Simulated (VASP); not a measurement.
# Re (Im-3m) in VASP: single point with LDA

Aim: the single point of Re with LDA.

All numbers are computed with VASP 6.6.1; they aren't measurements. Logs are shortened: lines on timing, memory, paths and dates and some standing lists are left out, and cuts for length are marked.

### Step 1. The structure

The structure is cubic, space group Im-3m (No. 229). The conventional cell has a = 3.069 Å, b = 3.069 Å, c = 3.069 Å, α = 90.00°, β = 90.00°, γ = 90.00°. Around Re (site symmetry m-3m) lie 8 Re at 2.66 Å.

The cell was built by a generator and needn't be a form met in nature.

### Step 2. Single point, LDA

Contents of INCAR:

```
ALGO     = Fast           # electronic algorithm
EDIFF    = 1E-6           # SCF threshold, eV
ENCUT    = 520            # plane-wave cutoff, eV
ISIF     = 2              # what is computed and relaxed
ISMEAR   = -1             # smearing method
LASPH    = True           # aspherical terms in the spheres
LCHARG   = False          # write CHGCAR
LREAL    = False          # projectors in reciprocal space
LWAVE    = False          # write WAVECAR
NBANDS   = 10             # bands
NELM     = 60             # most SCF steps
PREC     = Accurate       # precision mode
SIGMA    = 0.13605693000000002 # smearing width, eV
```

Contents of KPOINTS:

```
k-points
0
Gamma
  15 15 15
```

Contents of POSCAR:

```
Re
1.0
   -1.5344968589      1.5344968589      1.5344968589
    1.5344968589     -1.5344968589      1.5344968589
    1.5344968589      1.5344968589     -1.5344968589
Re
1
Direct
    0.0000000000      0.0000000000      0.0000000000
```

Potentials or basis: VASP PAW LDA potentials, release 64 (Re).

Run with:

```console
cat potpaw_LDA.64/Re/POTCAR > POTCAR
mpirun -np 1 vasp_std > vasp.out
```

OUTCAR:

```text
EDIFF = 1E-6
   ENCUT = 520
   ISIF = 2
   ISMEAR = -1
   LASPH = True
   LREAL = False
   NELM = 60
   PREC = Accurate

 ion  position               nearest neighbor table
   1  0.000  0.000  0.000-

  LATTYP: Found a body centered cubic cell.
 ALAT       =     3.0689937178

  Lattice vectors:

 A1 = (  -1.5344968589,   1.5344968589,   1.5344968589)
 A2 = (   1.5344968589,  -1.5344968589,   1.5344968589)
 A3 = (   1.5344968589,   1.5344968589,  -1.5344968589)

Analysis of symmetry for initial positions (statically):
=====================================================================
 Subroutine PRICEL returns:
 Original cell was already a primitive cell.

 Routine SETGRP: Setting up the symmetry group for a
 body centered cubic supercell.

 Subroutine GETGRP returns: Found 48 space group operations
 (whereof 48 operations were pure point group operations)
 out of a pool of 48 trial point group operations.

The static configuration has the point symmetry O_h .

Analysis of symmetry for dynamics (positions and initial velocities):
=====================================================================
 Subroutine PRICEL returns:
 Original cell was already a primitive cell.

 Routine SETGRP: Setting up the symmetry group for a
 body centered cubic supercell.

 Subroutine GETGRP returns: Found 48 space group operations
 (whereof 48 operations were pure point group operations)
 out of a pool of 48 trial point group operations.

The dynamic configuration has the point symmetry O_h .

 Subroutine INISYM returns: Found 48 space group operations
 (whereof 48 operations are pure point group operations),
 and found     1 'primitive' translations

----------------------------------------------------------------------------------------

                                     Primitive cell

  volume of cell :      14.4530

  direct lattice vectors                    reciprocal lattice vectors
    -1.534496859  1.534496859  1.534496859     0.000000000  0.325839703  0.325839703
     1.534496859 -1.534496859  1.534496859     0.325839703  0.000000000  0.325839703
     1.534496859  1.534496859 -1.534496859     0.325839703  0.325839703  0.000000000

  length of vectors
     2.657826524  2.657826524  2.657826524     0.460806926  0.460806926  0.460806926

  position of ions in fractional coordinates (direct lattice)
     0.000000000  0.000000000  0.000000000

  ion indices of the primitive-cell ions
   primitive index   ion index
                 1           1

----------------------------------------------------------------------------------------

 KPOINTS: k-points

Automatic generation of k-mesh.
 Grid dimensions read from file:
 generate k-points for:   15   15   15

 Generating k-lattice:

  Cartesian coordinates                     Fractional coordinates (reciprocal lattice)
     0.000000000  0.021722647  0.021722647     0.066666667  0.000000000  0.000000000
     0.021722647  0.000000000  0.021722647     0.000000000  0.066666667  0.000000000
     0.021722647  0.021722647  0.000000000     0.000000000  0.000000000  0.066666667

  Length of vectors
     0.030720462  0.030720462  0.030720462

  Shift w.r.t. Gamma in fractional coordinates (k-lattice)
     0.000000000  0.000000000  0.000000000

 Subroutine IBZKPT returns following result:
 ===========================================

 Found    120 irreducible k-points:

 Following reciprocal coordinates:
            Coordinates               Weight
  0.000000  0.000000  0.000000      1.000000
  0.066667  0.000000  0.000000     12.000000
  0.133333  0.000000  0.000000     12.000000
  0.200000  0.000000  0.000000     12.000000
  0.266667  0.000000  0.000000     12.000000
  0.333333  0.000000  0.000000     12.000000
[... 16 lines left out ...]
  0.333333  0.200000  0.000000     48.000000
  0.400000  0.200000  0.000000     24.000000
 [... further k-points ...]
   k-points           NKPTS =    120   k-points in BZ     NKDIM =    120   number of bands    NBANDS=     10
   number of dos      NEDOS =    301   number of ions     NIONS =      1
   total plane-waves  NPLWV =   8000
   dimension x,y,z NGX =    20 NGY =   20 NGZ =   20
   dimension x,y,z NGXF=    40 NGYF=   40 NGZF=   40
   ions per type =               1
   NGX,Y,Z   is equivalent  to a cutoff of  12.51, 12.51, 12.51 a.u.
   NGXF,Y,Z  is equivalent  to a cutoff of  25.02, 25.02, 25.02 a.u.
 SYSTEM =  unknown system
   PREC   = accura    normal or accurate (medium, high low for compatibility)
   ISTART =      0    job   : 0-new  1-cont  2-samecut
   ICHARG =      2    charge: 1-file 2-atom 10-const
   ISPIN  =      1    spin polarized calculation?
   LNONCOLLINEAR =      F non collinear calculations
   LSORBIT =      F    spin-orbit coupling
   LASPH  =      T    aspherical Exc in radial PAW
   ENCUT  =  520.0 eV  38.22 Ry    6.18 a.u.   4.94  4.94  4.94*2*pi/ulx,y,z
   NELM   =     60;   NELMIN=  2; NELMDL= -5     # of ELM steps
   EDIFF  = 0.1E-05   stopping-criterion for ELM
   LREAL  =      F    real-space projection
   EDIFFG = 0.1E-04   stopping-criterion for IOM
   NSW    =      0    number of steps for IOM
   IBRION =     -1    ionic relax: 0-MD 1-quasi-New 2-CG
   NFREE  =      0    steps in history (QN), initial steepest desc. (CG)
   ISIF   =      2    stress and relaxation
   ISYM   =      2    0-nonsym 1-usesym 2-fastsym
   POTIM  = 0.5000    time-step for ionic-motion
   TEBEG  =    0.0;   TEEND  =   0.0 temperature during run
   PSTRESS=    0.0 pullay stress
   NELECT =       7.0000    total number of electrons
   NUPDOWN=      -1.0000    fix difference up-down
   EMIN   =  10.00;   EMAX   =-10.00  energy-range for DOS
   EFERMI =   0.00;   METHOD = LEGACY
   ISMEAR =    -1;   SIGMA  =   0.14  broadening in eV -4-tet -1-fermi 0-gaus
   EFERMI_NEDOS =   21; number of points for ismear=-14 and -15
   IALGO  =     68    algorithm
   IMIX   =      4    mixing-type and parameters
     AMIX     =   0.40;   BMIX     =  1.00
     AMIX_MAG =   1.60;   BMIX_MAG =  1.00
  volume/ion in A,a.u.               =      14.45        97.53
  Fermi-wavevector in a.u.,A,eV,Ry     =   1.285646  2.429519 22.488885  1.652886
  Thomas-Fermi vector in A             =   2.417768
   LORBIT       =      0    0 simple, 1 ext, 2 COOP (PROOUT), +10 PAW based schemes
   GGA     = CA    functional components
   LHFCALC =     F    Hartree Fock is set to
   AEXX    =    0.0000 exact exchange contribution
   IVDW    =     0    specifies the selected vdW correction
   LEPSILON=     F    determine dielectric tensor
   LRPA    =     F    only Hartree local field effects (RPA)
 non-spin polarized calculation
 RMM-DIIS sequential band-by-band and
  energy-cutoff  :      520.00
  volume of cell :       14.45
 maximum number of plane-waves:       402
   NGX =  9   NGY =  9   NGZ =  9

 number of electron       6.9999999 magnetization

 Free energy of the ion-electron system (eV)
  ---------------------------------------------------
  ext. energy  EPLUGINS =         0.00000000
  ---------------------------------------------------
  free energy    TOTEN  =       -13.44812569 eV

  energy without entropy =      -13.37915013  energy(sigma->0) =      -13.41363791

 E-fermi :   9.0125     XC(G=0): -13.9419

 val. band max:        9.0035833098   @ k =  -0.4000   0.4000   0.3333
 cond. band min:       9.0181368603   @ k =  -0.2667   0.2667   0.2000
 fundamental gap:      0.0145535505
 Fermi energy:         9.0124981424

 k-point     1 :       0.0000    0.0000    0.0000
  band No.  band energies     occupation
      1      -1.8330      2.00000
      2       6.2211      2.00000
      3       6.2211      2.00000
      4       6.2211      2.00000
      5       9.7605      0.00816
      6       9.7605      0.00816
      7      24.6542      0.00000
      8      24.6542      0.00000
      9      24.6542      0.00000
     10      37.2094      0.00000

 k-point     2 :       0.0667    0.0000    0.0000
  band No.  band energies     occupation
      1      -1.6091      2.00000
      2       6.0947      2.00000
      3       6.2010      2.00000
      4       6.4385      2.00000
      5       9.5709      0.03246
      6       9.7665      0.00781
      7      24.8300      0.00000
      8      25.0307      0.00000
      9      25.1452      0.00000
     10      35.6368      0.00000

 k-point     3 :       0.1333    0.0000    0.0000
  band No.  band energies     occupation
      1      -0.9745      2.00000
      2       5.7549      2.00000
      3       6.0970      2.00000
      4       7.0796      2.00000
      5       9.2118      0.37543
      6       9.7956      0.00631
      7      25.1987      0.00000
      8      26.1162      0.00000
      9      26.2633      0.00000
     10      32.9178      0.00000

 k-point     4 :       0.2000    0.0000    0.0000
  band No.  band energies     occupation
      1      -0.0604      2.00000
      2       5.2937      2.00000
      3       5.8906      2.00000
      4       8.1089      1.99739
      5       9.0537      0.84961
      6       9.8719      0.00360
      7      25.1799      0.00000
      8      26.7644      0.00000
      9      27.8025      0.00000
     10      31.7855      0.00000

 k-point     5 :       0.2667    0.0000    0.0000
  band No.  band energies     occupation
      1       0.8435      2.00000
      2       4.8111      2.00000
      3       5.8637      2.00000
      4       9.2059      0.38892
      5       9.4589      0.07246
      6      10.0132      0.00128
      7      24.2543      0.00000
      8      25.3796      0.00000
      9      29.9542      0.00000
     10      32.4642      0.00000

 k-point     6 :       0.3333    0.0000    0.0000
  band No.  band energies     occupation
      1       1.3421      2.00000
      2       4.3877      2.00000
      3       6.4825      2.00000
      4       9.5188      0.04725
      5      10.2105      0.00030
      6      11.0067      0.00000
      7      22.9328      0.00000
      8      23.1251      0.00000
      9      30.7351      0.00000
     10      32.4154      0.00000
[... 183 lines left out ...]
 k-point    21 :       0.2000    0.2000    0.0000
  band No.  band energies     occupation
      1       2.1979      2.00000
      2       4.6013      2.00000
      3       5.1480      2.00000
      4       8.9232      1.31697
      5      10.5464      0.00003
      6      12.1182      0.00000
      7      22.5678      0.00000
      8      25.3477      0.00000
      9      27.2986      0.00000
     10      29.4997      0.00000

 k-point    22 :       0.2667    0.2000   -0.0000
  band No.  band energies     occupation
      1       2.5785      2.00000
      2       4.3802      2.00000
      3       5.5884      2.00000
      4       9.2391      0.31799
      5      10.6279      0.00001
      6      13.9455      0.00000
      7      20.6623      0.00000
      8      24.0207      0.00000
      9      26.1777      0.00000
     10      30.6747      0.00000

 k-point    23 :       0.3333    0.2000    0.0000
  band No.  band energies     occupation
      1       2.5872      2.00000
      2       4.2818      2.00000
      3       6.2403      2.00000
      4       9.5216      0.04633
      5      10.8140      0.00000
      6      15.5989      0.00000
      7      18.8179      0.00000
      8      22.7844      0.00000
      9      25.6682      0.00000
     10      31.9470      0.00000

 k-point    24 :       0.4000    0.2000    0.0000
  band No.  band energies     occupation
      1       2.5518      2.00000
      2       4.2544      2.00000
      3       6.5401      2.00000
      4       9.5731      0.03195
      5      11.0258      0.00000
      6      16.4323      0.00000
      7      17.9036      0.00000
      8      22.2385      0.00000
      9      25.5103      0.00000
     10      32.6487      0.00000

 [... further k-points ...]

------------------------ aborting loop because EDIFF is reached ----------------------------------------

  FORCE on cell =-STRESS in cart. coord.  units (eV):
  Direction    XX          YY          ZZ          XY          YZ          ZX
  --------------------------------------------------------------------------------------
  -------------------------------------------------------------------------------------
  Total        0.2155987      0.2155987      0.2155987     -0.0000000      0.0000000     -0.0000000
  in kB       23.9000412     23.9000412     23.9000412     -0.0000000      0.0000000     -0.0000000
  external PRESSURE =      23.9000412 kB  Pullay stress =       0.0000000 kB

 VOLUME and BASIS-vectors are now :
 -----------------------------------------------------------------------------
  energy-cutoff  :      520.00
  volume of cell :       14.45
      direct lattice vectors                 reciprocal lattice vectors
    -1.534496859  1.534496859  1.534496859     0.000000000  0.325839703  0.325839703
     1.534496859 -1.534496859  1.534496859     0.325839703  0.000000000  0.325839703
     1.534496859  1.534496859 -1.534496859     0.325839703  0.325839703  0.000000000

 POSITION                                       TOTAL-FORCE (eV/Angst)
 -----------------------------------------------------------------------------------
      0.00000      0.00000      0.00000        -0.000000      0.000000     -0.000000
 -----------------------------------------------------------------------------------
    total drift:                                0.000000      0.000000      0.000000

  FREE ENERGIE OF THE ION-ELECTRON SYSTEM (eV)
  ---------------------------------------------------
  free  energy   TOTEN  =       -13.4481256893 eV

  energy  without entropy=      -13.3791501278  energy(sigma->0) =      -13.41363791
```

Wall time 18 s (1 thread of Intel Xeon Platinum 8259CL at 2.50GHz (Skylake/Cascade Lake), shared host); peak memory 0.13 GiB.

What came out:

```yaml
Free_energy: -13.4481 eV
Pressure: 2.4 GPa
Band_gap_on_the_k_mesh: none (metal or under the smearing width)
```

Levels at points of the mesh, in eV from the Fermi level:
```tsv
k point	band 1	band 2	band 3	band 4	band 5	band 6	band 7
(0.00, 0.00, 0.00)	-10.85	-2.79	-2.79	-2.79	0.75	0.75	15.64
```
